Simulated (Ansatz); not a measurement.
# Y (Y, beta-Sn type): the cost of one run

Computed with Ansatz 0.2.0 (DFT PBE, plane waves (420 eV) with PAW, scalar-relativistic, unless a step says otherwise).

**1. The system as given**

It takes space group I4_1/amd (No. 141, tetragonal). The conventional cell has a = 6.332 Å, b = 6.332 Å, c = 3.458 Å, α = 90.00°, β = 90.00°, γ = 90.00°. Around Y (site symmetry -4m2) lie 6 Y at 3.28 to 3.46 Å.

Structure file:

```
CELL_PARAMETERS angstrom
-3.16625 3.16625 1.72877
3.16625 -3.16625 1.72877
3.16625 3.16625 -1.72877
ATOMIC_POSITIONS crystal
Y 0.00000 0.00000 0.00000
Y 0.75000 0.25000 0.50000
```

Starting moments (μB): +1 ×2.

**2. Relaxation of the cell**

File input.yaml:

```yaml
crystal:
  lattice:
    - [-3.166246263, 3.166246263, 1.7287704596]
    - [3.166246263, -3.166246263, 1.7287704596]
    - [3.166246263, 3.166246263, -1.7287704596]
  atoms:
    - { symbol: "Y", position: [0.0, 0.0, 0.0], spin: 1.0 }
    - { symbol: "Y", position: [0.75, 0.25, 0.5], spin: 1.0 }
hamiltonian:
  xc: pbe
  pseudopotentials:
    kind: paw
    azcp:
      "Y": "pseudopotentials/Y.paw.azcp"
basis:
  ecutwfc: 420
  fft_grid_basis: typed
kpoints:
  mp_grid: { grid: [10, 10, 7], shift: [0, 0, 0] }
magnetization:
  spin_polarized: true
scf:
  occupations: { method: fermi_dirac, width: 0.05 }
relax:
  max_steps: 60
  f_tol: 0.01
  cell: {}
```

Run with:

```
$ ansatz run input.yaml --threads 2 --pin off --max-ram 6144MiB --backend cpu --events-out ev --progress --plain --runs-dir out
```

**Question.** How long does this run take on 2 threads of Arm Neoverse V1, shared host, and how much memory does it need?

About 6.1 min, with a peak of 0.61 GiB.
